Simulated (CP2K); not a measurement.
# PtS2 (P-3m1) in CP2K: settings compared

One crystal, PtS2, is run at these levels: PBEsol, r2SCAN, TB-mBJ; tasks: band structure.

Everything below comes from runs of CP2K 2026.2. Logs are shortened: lines on timing, memory, paths and dates and some standing lists are left out, and cuts for length are marked.

## 1. The crystal as given

The structure is trigonal, space group P-3m1 (No. 164). Conventional cell: a = 3.543 Å, b = 3.543 Å, c = 5.039 Å, α = 90.00°, β = 90.00°, γ = 120.00°. Pt (site symmetry -3m) has 6 S at 2.34 Å as nearest neighbours. S (site symmetry 3m) is surrounded by 3 Pt at 2.34 Å.

## 2. Band structure, PBEsol

File pts2_bands.inp:

```
&GLOBAL
  PROJECT pts2_bands
  RUN_TYPE ENERGY_FORCE
  PRINT_LEVEL LOW
&END GLOBAL
&FORCE_EVAL
  METHOD QS
  STRESS_TENSOR ANALYTICAL
  &DFT
    BASIS_SET_FILE_NAME BASIS_MOLOPT_UZH
    POTENTIAL_FILE_NAME POTENTIAL_UZH
    &MGRID
      CUTOFF 450
      REL_CUTOFF 60
      NGRIDS 4
    &END MGRID
    &QS
      METHOD GPW
      EPS_DEFAULT 1.0E-9
    &END QS
    &KPOINTS
      SCHEME MONKHORST-PACK 9 9 5
      GAMMA_CENTERED T
      SYMMETRY T
      SYMMETRY_BACKEND SPGLIB
    &END KPOINTS
    &SCF
      SCF_GUESS ATOMIC
      EPS_SCF 1.0E-6
      MAX_SCF 100
      ADDED_MOS 15
      CHOLESKY OFF
      EPS_EIGVAL 1.0E-7
      &DIAGONALIZATION ON
        ALGORITHM STANDARD
      &END DIAGONALIZATION
      &MIXING ON
        METHOD BROYDEN_MIXING
        ALPHA 0.4
        BETA 1.5
        NBUFFER 8
      &END MIXING
      &SMEAR ON
        METHOD FERMI_DIRAC
        ELECTRONIC_TEMPERATURE 580.23
      &END SMEAR
    &END SCF
    &XC
      &XC_FUNCTIONAL
        &GGA_X_PBE_SOL
        &END GGA_X_PBE_SOL
        &GGA_C_PBE_SOL
        &END GGA_C_PBE_SOL
      &END XC_FUNCTIONAL
    &END XC
    &PRINT
      &KPOINTS ON
      &END KPOINTS
      &MULLIKEN ON
      &END MULLIKEN
      &MO ON
        ENERGIES T
        OCCUPATION_NUMBERS T
        &EACH
          QS_SCF 0
        &END EACH
        ADD_LAST NUMERIC
      &END MO
      &BAND_STRUCTURE
        FILE_NAME bands.bs
        ADDED_MOS 6
        &KPOINT_SET
          UNITS B_VECTOR
          NPOINTS 6
          SPECIAL_POINT GAMMA 0.00000000 0.00000000 0.00000000
          SPECIAL_POINT M 0.50000000 0.00000000 0.00000000
          SPECIAL_POINT K 0.33333333 0.33333333 0.00000000
          SPECIAL_POINT GAMMA 0.00000000 0.00000000 0.00000000
          SPECIAL_POINT A 0.00000000 0.00000000 0.50000000
          SPECIAL_POINT L 0.50000000 0.00000000 0.50000000
          SPECIAL_POINT H 0.33333333 0.33333333 0.50000000
          SPECIAL_POINT A 0.00000000 0.00000000 0.50000000
        &END KPOINT_SET
        &KPOINT_SET
          UNITS B_VECTOR
          NPOINTS 6
          SPECIAL_POINT L 0.50000000 0.00000000 0.50000000
          SPECIAL_POINT M 0.50000000 0.00000000 0.00000000
        &END KPOINT_SET
        &KPOINT_SET
          UNITS B_VECTOR
          NPOINTS 6
          SPECIAL_POINT K 0.33333333 0.33333333 0.00000000
          SPECIAL_POINT H 0.33333333 0.33333333 0.50000000
        &END KPOINT_SET
      &END BAND_STRUCTURE
    &END PRINT
  &END DFT
  &SUBSYS
    &CELL
      A 3.5432000000 0.0000000000 0.0000000000
      B -1.7716000000 3.0685012107 0.0000000000
      C 0.0000000000 0.0000000000 5.0388000000
      PERIODIC XYZ
    &END CELL
    &COORD
      SCALED
      Pt  0.0000000000 0.0000000000 0.0000000000
      S   0.6666666667 0.3333333333 0.7730000000
      S   0.3333333333 0.6666666667 0.2270000000
    &END COORD
    &KIND Pt
      BASIS_SET TZVP-MOLOPT-PBE-GTH-q18
      POTENTIAL GTH-PBE-q18
    &END KIND
    &KIND S
      BASIS_SET TZVP-MOLOPT-PBE-GTH-q6
      POTENTIAL GTH-PBE-q6
    &END KIND
    &PRINT
      &ATOMIC_COORDINATES ON
      &END ATOMIC_COORDINATES
      &CELL ON
      &END CELL
    &END PRINT
  &END SUBSYS
  &PRINT
    &FORCES ON
    &END FORCES
    &STRESS_TENSOR ON
    &END STRESS_TENSOR
  &END PRINT
&END FORCE_EVAL
```

Potentials or basis: POTENTIAL_UZH Pt GTH-PBE-q18, S GTH-PBE-q6; TZVP-MOLOPT-PBE-GTH basis.

Launch:

```sh
$ OMP_NUM_THREADS=1 cp2k.psmp -i pts2_bands.inp -o pts2_bands.out
```

pts2_bands.out:

```text

 CP2K| version string:                                       CP2K version 2026.2
 CP2K| Input file name                                            pts2_bands.inp

 GLOBAL| Force Environment number                                              1
 GLOBAL| Basis set file name                                    BASIS_MOLOPT_UZH
 GLOBAL| Potential file name                                       POTENTIAL_UZH
 GLOBAL| MM Potential file name                                     MM_POTENTIAL
 GLOBAL| Coordinate file name                                      __STD_INPUT__
 GLOBAL| Method name                                                        CP2K
 GLOBAL| Project name                                                 pts2_bands
 GLOBAL| Run type                                                   ENERGY_FORCE
 GLOBAL| FFT library                                                       FFTW3
[... 6 lines left out ...]
 GLOBAL| Total number of message passing processes                             1
 GLOBAL| Number of threads for this process                                    1
 GLOBAL| CPU model name                          AMD EPYC 7R43 64-Core Processor

 CELL| Volume [angstrom^3]:                                            54.783413
 CELL| Vector a [angstrom]:       3.543     0.000     0.000   |a| =     3.543200
 CELL| Vector b [angstrom]:      -1.772     3.069     0.000   |b| =     3.543200
 CELL| Vector c [angstrom]:       0.000     0.000     5.039   |c| =     5.038800
 CELL| Angle (b,c), alpha [degree]:                                    90.000000
 CELL| Angle (a,c), beta  [degree]:                                    90.000000
 CELL| Angle (a,b), gamma [degree]:                                   120.000000
 CELL| Numerically orthorhombic:                                              NO
 CELL| Periodicity                                                           XYZ

 CELL_REF| Volume [angstrom^3]:                                        54.783413
 CELL_REF| Vector a [angstrom     3.543     0.000     0.000   |a| =     3.543200
 CELL_REF| Vector b [angstrom    -1.772     3.069     0.000   |b| =     3.543200
 CELL_REF| Vector c [angstrom     0.000     0.000     5.039   |c| =     5.038800
 CELL_REF| Angle (b,c), alpha [degree]:                                90.000000
 CELL_REF| Angle (a,c), beta  [degree]:                                90.000000
 CELL_REF| Angle (a,b), gamma [degree]:                               120.000000
 CELL_REF| Numerically orthorhombic:                                          NO
 CELL_REF| Periodicity                                                       XYZ
[... 10 lines left out ...]

  Total number of            - Atomic kinds:                                   2
                             - Atoms:                                          3
                             - Shell sets:                                     3
                             - Shells:                                        25
                             - Primitive Cartesian functions:                 14
                             - Cartesian basis functions:                     77
                             - Spherical basis functions:                     69

  Maximum angular momentum of- Orbital basis functions:                        3
                             - Local part of the GTH pseudopotential:          2
                             - Non-local part of the GTH pseudopotential:      5

 MODULE QUICKSTEP: ATOMIC COORDINATES IN ANGSTROM

   Atom Kind Element         X             Y             Z       Z(eff)     Mass
      1    1 Pt   78      0.000000      0.000000      0.000000  18.0000 195.0840
      2    2 S    16      1.771600      1.022834      3.894992   6.0000  32.0650
      3    2 S    16     -0.000000      2.045667      1.143808   6.0000  32.0650

 SCF PARAMETERS         Density guess:                                    ATOMIC
[... 9 lines left out ...]
                        --------------------------------------------------------
                        level_shift [a.u.]:                             0.000000
                        added MOs                                        15    0
                        --------------------------------------------------------
                        Mixing method:                            BROYDEN_MIXING
                                                charge density mixing in g-space
                        --------------------------------------------------------
                        Smear method:                                FERMI_DIRAC
                        Electronic temperature [K]:                        580.2
                        Electronic temperature [a.u.]:                  1.84E-03
                        Accuracy threshold:                             1.00E-10
[... 58 lines left out ...]

 Extrapolation method: initial_guess

 Number of electrons:                                                         30
 Number of occupied orbitals:                                                 15
 Number of molecular orbitals:                                                30

 Number of orbital functions:                                                 69
 Number of independent orbital functions:                                     69

 SCF WAVEFUNCTION OPTIMIZATION

  Step     Update method      Time    Convergence         Total energy    Change
  ------------------------------------------------------------------------------
     1 NoMix/Diag. 0.40E+00    2.4     0.54677525      -141.0771619227 -1.41E+02
     2 Broy./Diag. 0.40E+00    2.3     0.13829397      -142.6386871441 -1.56E+00
     3 Broy./Diag. 0.40E+00    2.3     0.08218821      -141.2318344070  1.41E+00
     4 Broy./Diag. 0.40E+00    2.1     0.02656593      -140.5279352957  7.04E-01
     5 Broy./Diag. 0.40E+00    2.2     0.00742351      -140.5295551354 -1.62E-03
     6 Broy./Diag. 0.40E+00    2.3     0.00360923      -140.5093810995  2.02E-02
     7 Broy./Diag. 0.40E+00    2.2     0.00112783      -140.5010204047  8.36E-03
     8 Broy./Diag. 0.40E+00    2.2     0.00165539      -140.5063335238 -5.31E-03
     9 Broy./Diag. 0.40E+00    2.2     0.00011926      -140.5077230881 -1.39E-03
    10 Broy./Diag. 0.40E+00    2.3     0.00006866      -140.5069049387  8.18E-04
    11 Broy./Diag. 0.40E+00    2.2     0.00002527      -140.5060264447  8.78E-04
    12 Broy./Diag. 0.40E+00    2.2     0.00000311      -140.5058375596  1.89E-04
    13 Broy./Diag. 0.40E+00    2.2     0.00000223      -140.5058400982 -2.54E-06
    14 Broy./Diag. 0.40E+00    2.2     0.00000026      -140.5058454838 -5.39E-06

  *** SCF run converged in    14 steps ***

  Electronic density on regular grids:        -30.0000000037       -0.0000000037
  Core density on regular grids:               29.9999999769       -0.0000000231
  Total charge density on r-space grids:       -0.0000000268
  Total charge density g-space grids:          -0.0000000268

  Overlap energy of the core charge distribution:               0.00000000175887
  Self energy of the core charge distribution:               -231.05619992892213
  Core Hamiltonian energy:                                     51.31066445258508
  Hartree energy:                                              55.33430888244271
  Exchange-correlation energy:                                -16.09461865143505
  Electronic entropic energy:                                  -0.00000024020136
  Fermi energy:                                                 0.31077247073341

  Total energy:                                              -140.50584548377239
  Total energy (extrapolated to T->0):                       -140.50584536367171

 MO| EIGENVALUES AND OCCUPATION NUMBERS FOR K POINT 1
 MO|
 MO|  Index      Eigenvalue [a.u.]        Eigenvalue [eV]             Occupation
 MO|      1              -3.353164             -91.244236               2.000000
 MO|      2              -1.691943             -46.040120               2.000000
 MO|      3              -1.691396             -46.025220               2.000000
 MO|      4              -1.682923             -45.794663               2.000000
 MO|      5              -0.206866              -5.629099               2.000000
 MO|      6              -0.191539              -5.212032               2.000000
[... 500 lines left out ...]
 MO|     29               0.914609              24.887773               0.000000
 MO|     30               1.072722              29.190256               0.000000
 MO| Sum:                                                              30.000000
 MO| E(Fermi):            0.310772 a.u.          8.456549 eV
 MO| Band gap:            0.121558 a.u.          3.307754 eV

 [... the levels of further k-points ...]

 !-----------------------------------------------------------------------------!
                     Mulliken Population Analysis

 #  Atom  Element  Kind  Atomic population                           Net charge
       1     Pt       1         18.166232                             -0.166232
       2     S        2          5.916886                              0.083114
       3     S        2          5.916883                              0.083117
 # Total charge                             30.000000                  0.000000

 !-----------------------------------------------------------------------------!

 KPOINTS| Band Structure Calculation
 KPOINTS| Number of k-point sets                                               3
 KPOINTS| Number of added MOs/bands                                            6
 KPOINTS| Number of k-points in set    1                                      43
 KPOINTS| In units of b-vector [2pi/Bohr]
 KPOINTS| Special point     1       GAMMA     0.000000     0.000000     0.000000
 KPOINTS| Special point     2           M     0.500000     0.000000     0.000000
 KPOINTS| Special point     3           K     0.333333     0.333333     0.000000
 KPOINTS| Special point     4       GAMMA     0.000000     0.000000     0.000000
 KPOINTS| Special point     5           A     0.000000     0.000000     0.500000
 KPOINTS| Special point     6           L     0.500000     0.000000     0.500000
 KPOINTS| Special point     7           H     0.333333     0.333333     0.500000
 KPOINTS| Special point     8           A     0.000000     0.000000     0.500000
 KPOINTS| Number of k-points in set    2                                       7
 KPOINTS| In units of b-vector [2pi/Bohr]
 KPOINTS| Special point     1           L     0.500000     0.000000     0.500000
 KPOINTS| Special point     2           M     0.500000     0.000000     0.000000
 KPOINTS| Number of k-points in set    3                                       7
 KPOINTS| In units of b-vector [2pi/Bohr]
 KPOINTS| Special point     1           K     0.333333     0.333333     0.000000
 KPOINTS| Special point     2           H     0.333333     0.333333     0.500000

 ENERGY| Total FORCE_EVAL ( QS ) energy [hartree]           -140.505849531653382

 FORCES| Atomic forces [hartree/bohr]
 FORCES|   Atom     x               y               z               |f|
 FORCES|      1 -7.89999328E-10  1.29017583E-09 -4.14646050E-09   4.41381777E-09
 FORCES|      2 -2.04052887E-09 -3.17988851E-09 -2.30739210E-02   2.30739210E-02
 FORCES|      3  2.77874745E-09  1.94320797E-09  2.30739245E-02   2.30739245E-02
 FORCES| Sum    -5.17807505E-11  5.34952938E-11 -5.74938531E-10
 FORCES| Total atomic force                                       5.79738999E-10

 STRESS| Analytical stress tensor [bar]
 STRESS|                        x                   y                   z
 STRESS|      x        8.14886981086E+04  -9.47215745582E-01   1.27841817879E-02
 STRESS|      y       -9.47215745582E-01   8.14875766907E+04  -3.83763964368E-02
 STRESS|      z        1.27841817879E-02  -3.83763964368E-02   7.48776417471E+04
 STRESS| 1/3 Trace                                             7.92846388488E+04
 STRESS| Determinant                                           4.97211242644E+14

 STRESS| Eigenvectors and eigenvalues of the analytical stress tensor [bar]
 STRESS|                        1                   2                   3
 STRESS| Eigenvalues   7.48776417469E+04   8.14870366672E+04   8.14892381324E+04
 STRESS|      x          -0.000001932926      0.495279626815      0.868733613519
 STRESS|      y           0.000005805589      0.868733613512     -0.495279626798
 STRESS|      z           0.999999999981     -0.000004086171      0.000004554588
```

It took 39 s on 1 thread of AMD EPYC 7R43 (Zen 3), shared host; peak memory 0.35 GiB.

What came out:

```
Free energy             : -3823.3586 eV
Pressure                : 7.9 GPa
Largest force           : 1.187 eV/Å
Band gap on the k mesh  : 0.96 eV, indirect (least direct gap 1.01 eV)
Band gap along the path : 1.02 eV, indirect (least direct gap 1.53 eV)
Mulliken charges        : Pt -0.17; S +0.08 e
```

Forces on the atoms (eV/Å):
```
Pt   0.000  0.000  0.000
S    0.000  0.000 -1.187
S    0.000  0.000  1.187
```

Stress tensor (GPa, compression positive):
```
8.15 0.00 0.00
0.00 8.15 0.00
0.00 0.00 7.49
```

Levels at the corners of the path, in eV from the valence-band top:
```csv
point,band 11,band 12,band 13,band 14,band 15,band 16,band 17,band 18,band 19,band 20
Γ,-3.96,-1.71,-1.14,-1.14,-0.09,2.52,2.52,5.02,5.68,8.10
M,-3.46,-3.28,-3.18,-3.01,-2.30,1.81,2.92,5.52,6.61,8.65
K,-4.57,-3.62,-2.72,-1.46,-1.46,1.06,1.06,5.73,8.27,9.66
Γ,-3.96,-1.71,-1.14,-1.14,-0.09,2.52,2.52,5.02,5.68,8.10
A,-3.98,-2.51,-1.32,-1.32,-0.83,3.01,3.01,5.72,7.48,7.57
L,-3.30,-3.21,-3.15,-2.68,-1.34,2.15,2.40,5.39,5.84,8.30
H,-4.38,-3.62,-3.48,-1.83,-1.83,2.28,2.28,7.23,8.42,8.42
A,-3.98,-2.51,-1.32,-1.32,-0.83,3.01,3.01,5.72,7.48,7.57
L,-3.30,-3.21,-3.15,-2.68,-1.34,2.15,2.40,5.39,5.84,8.30
M,-3.46,-3.28,-3.18,-3.01,-2.30,1.81,2.92,5.52,6.61,8.65
K,-4.57,-3.62,-2.72,-1.46,-1.46,1.06,1.06,5.73,8.27,9.66
H,-4.38,-3.62,-3.48,-1.83,-1.83,2.28,2.28,7.23,8.42,8.42
```

Caveat: Mulliken charges move with the basis; the potentials were made for another functional, which shifts forces and pressure; spin-orbit coupling is left out, which moves the levels of the heavy elements; the basis of atomic orbitals isn't converged, which shifts pressures, moduli and gaps.

[end of part 1 of 2]
